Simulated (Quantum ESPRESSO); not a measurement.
SnO under changes of volume

One of the cells (17.769 Å³/atom); the others are scaled copies at fixed shape and fractional positions:

```
CELL_PARAMETERS angstrom
3.81370 0.00000 0.00000
0.00000 3.81370 0.00000
0.00000 0.00000 4.88691
ATOMIC_POSITIONS crystal
Sn 0.50000 0.00000 0.76463
Sn 0.00000 0.50000 0.23537
O 0.00000 0.00000 0.00000
O 0.50000 0.50000 0.00000
```

The cell is a database's computed one.

| Quantity | Value |
| --- | --- |
| Program | Quantum ESPRESSO 7.5 |
| Functional | LDA |
| Potentials or basis | GBRV 1.5 LDA |
| Cutoff | 925 eV |
| Density cutoff | 7401 eV |
| k mesh | 7 × 7 × 6 |
| Occupations | fermi-dirac, width 0.05 eV |
| Spin | no spin polarisation |

| volume (Å³/atom) | energy over the lowest point (meV/atom) | pressure (GPa) | gap on the mesh (eV) |
| --- | --- | --- | --- |
| 16.703 | 4.69 | 3.1 | 0.26 |
| 17.058 | 0.00 | 0.8 | 0.33 |
| 17.414 | 0.27 | -1.3 | 0.40 |
| 17.769 | 4.96 | -3.3 | 0.46 |
| 18.125 | 13.60 | -4.9 | 0.53 |
| 18.480 | ? | ? | ? |
| 18.835 | 41.16 | -7.8 | 0.64 |

Q: What does the run at 18.480 Å³/atom give?

A: Energy over the lowest point 25.80 meV/atom; pressure -6.4 GPa; gap on the mesh 0.59 eV.

Worked out: A Birch-Murnaghan fit of order 3 (a polynomial in V^(-2/3)) to the other rows has its minimum at 17.21 Å³/atom with B0 = V·E''(V) = 103 GPa and B' = 4.3 at fixed shape and positions, which overstates the stiffness. It gives 25.80 meV/atom at 18.480 Å³/atom, against the run's 25.80, and -dE/dV = -6.2 GPa, against -6.4. A straight line through the other rows of the gap, of slope 3.18 eV per unit of ln V, gives 0.59 eV, against the run's 0.59.

Energies are extrapolated to zero smearing.

Caveats: spin-orbit coupling is left out, which moves the levels of the heavy elements; an odd mesh through Γ misses points on the zone boundary, where band edges often lie.
